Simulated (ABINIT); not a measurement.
C:

```
C
1.0
     2.52210    0.00000    0.00000
    -1.26105    2.18420    0.00000
     0.00000    0.00000   12.35570
C
12
Direct
  0.66667 0.33333 0.35417
  0.33333 0.66667 0.85417
  0.66667 0.33333 0.14583
  0.33333 0.66667 0.64583
  0.66667 0.33333 0.47917
  0.33333 0.66667 0.97917
  0.66667 0.33333 0.02083
  0.33333 0.66667 0.52083
  0.00000 0.00000 0.81250
  0.00000 0.00000 0.31250
  0.00000 0.00000 0.68750
  0.00000 0.00000 0.18750
```

This is a hexagonal form of diamond, not graphite.

Base run:

* Program: ABINIT 10.8.3 (patched build)
* Functional: PBE
* Potentials or basis: JTH PAW PBE v2.0
* Cutoff: 517 eV
* k mesh: 12 × 12 × 3
* Occupations: fermi-dirac, width 0.05 eV
* Spin: no spin polarisation

Its results: band gap on the k mesh 4.38 eV, indirect (least direct gap 5.30 eV); pressure 1.4 GPa; largest force 0.333 eV/Å.

Problem. After a change of settings the same cell gave: band gap on the k mesh 4.25 eV, indirect (least direct gap 5.24 eV); pressure -5.0 GPa; largest force 0.340 eV/Å. Which change was it?
A. cutoff from 517 eV to 544 eV; k mesh from 12 × 12 × 3 to 10 × 10 × 2; fine-grid cutoff from 1034.03 eV to 1088.46 eV
B. functional from PBE to PBEsol
C. cutoff from 517 eV to 544 eV; k mesh from 12 × 12 × 3 to 7 × 7 × 2; fine-grid cutoff from 1034.03 eV to 1088.46 eV

Solution. B.

PBEsol binds more tightly than PBE, so the same cell stands under less pressure.

Caveats: an odd mesh through Γ misses points on the zone boundary, where band edges often lie (some runs); the PAW data sets were made with another functional, which shifts forces and pressure a little (some runs).

Not every run made on this cell is shown here.
